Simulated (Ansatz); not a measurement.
**What a strained Te₂Mo layer does to its nuclei**

Cell: an entry of the Crystallography Open Database (COD), ions relaxed with PBE at fixed cell.

```
CELL_PARAMETERS angstrom
3.51820 0.00000 0.00000
-1.75910 3.04685 0.00000
0.00000 0.00000 13.97360
ATOMIC_POSITIONS crystal
Te 0.33333 0.66667 0.62009
Te 0.66667 0.33333 0.12009
Te 0.33333 0.66667 0.87991
Te 0.66667 0.33333 0.37991
Mo 0.33333 0.66667 0.25000
Mo 0.66667 0.33333 0.75000
```

Atom numbers follow the list; atoms alike are taken as one site, whose name carries the number of the first.

All values are calculated (Ansatz; DFT, PBE, plane waves and PAW, scalar-relativistic, 420 eV cutoff, Γ-centred 14×14×3 k-points, Fermi–Dirac smearing 0.02 eV), not measured.

The cell is stretched along z (the third Cartesian axis of the run's cell), x and y held, and the ions relax again each time.

| strain along z (%) | Te: V along z (10²¹ V/m²) | Mo: V along z (10²¹ V/m²) |
| --- | --- | --- |
| -3 | -17.31 | -6.84 |
| -2 | -17.62 | -6.68 |
| -1 | ? | ? |
| 0 | -18.13 | -6.42 |
| +1 | -18.34 | -6.31 |
| +2 | -18.59 | -6.26 |
| +3 | -18.80 | -6.21 |

Q: Estimate the row at -1 % from the others.

A: Te: -17.87; Mo: -6.52. Worked for Te: a straight line through the other 6 rows has a slope of -0.246 × 10²¹ V/m² per per cent of strain and gives -17.85 at -1 %, against -17.87 from the run, so the response is nearly linear here. Worked for Mo: a straight line through the other 6 rows has a slope of 0.107 × 10²¹ V/m² per per cent of strain and gives -6.58 at -1 %, against -6.52 from the run; over all rows the step per per cent runs from 0.16 at the compressed end to 0.050 at the stretched end, so the response isn't a straight line.

Without spin–orbit coupling the gradients at and beside Te can be off by some per cent, at some sites by more.
